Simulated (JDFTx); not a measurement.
**BaTe under changes of volume**

One of the cells (40.445 Å³/atom); the others are scaled copies at fixed shape and fractional positions:

```
Ba Te
1.0
     0.00000    3.43258    3.43258
     3.43258    0.00000    3.43258
     3.43258    3.43258    0.00000
Ba Te
1 1
Cartesian
  0.0000 0.0000 0.0000
  3.4326 3.4326 3.4326
```

```yaml
Program: JDFTx 1.7.0 (patched build)
Functional: r2SCAN
Potentials_or_basis: SG15-PBE-1.2 with smoothed tails
Cutoff: 1088 eV
Density_cutoff: 8708 eV
k_mesh: 5 × 5 × 5
Occupations: fermi-dirac, width 0.05 eV
Spin: no spin polarisation
```

```csv
volume (Å³/atom),energy over the lowest point (meV/atom),pressure (GPa),gap on the mesh (eV)
37.273,107.82,6.7,1.84
38.859,?,?,?
39.652,33.11,3.5,1.98
40.445,18.08,2.6,2.02
41.238,7.17,1.8,2.06
42.031,0.00,1.1,2.10
```

Question: What does the run at 38.859 Å³/atom give?

Answer: Energy over the lowest point 52.69 meV/atom; pressure 4.4 GPa; gap on the mesh 1.94 eV.

Worked out: A Birch-Murnaghan fit of order 3 (a polynomial in V^(-2/3)) to the other rows has no minimum within the range. It gives 52.73 meV/atom at 38.859 Å³/atom, against the run's 52.69, and -dE/dV = 4.5 GPa, against 4.4. A straight line through the other rows of the gap, of slope 2.16 eV per unit of ln V, gives 1.93 eV, against the run's 1.94.

Energies are extrapolated to zero smearing.

Caveats: the potentials were made for another functional, which shifts forces and pressure; spin-orbit coupling is left out, which moves the levels of the heavy elements; an odd mesh through Γ misses points on the zone boundary, where band edges often lie.
